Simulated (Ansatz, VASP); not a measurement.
## Pd: VASP beside Ansatz

```
CELL_PARAMETERS angstrom
0.00000 1.97237 1.97237
1.97237 0.00000 1.97237
1.97237 1.97237 0.00000
ATOMIC_POSITIONS crystal
Pd 0.00000 0.00000 0.00000
```

Alike in both runs: functional PBE; k mesh 15 × 15 × 15; no spin polarisation.

Ansatz relaxed the structure, and its values are those at the end. VASP's run is a single point on that final structure, the one shown.

```csv
,VASP,Ansatz
version,VASP 6.6.1,Ansatz 0.2.0
potentials or method,"VASP PAW PBE potentials, release 64 (Pd)",PAW plane waves
plane-wave cutoff (eV),520,420
occupations,"fermi-dirac, width 0.1 eV",fermi-dirac
valence electrons in the cell,10,18
```

```csv
,VASP,Ansatz,Ansatz less VASP
pressure (GPa),-0.3,0.0,+0.29
```

The two sets of potentials don't hold the same shells in valence.
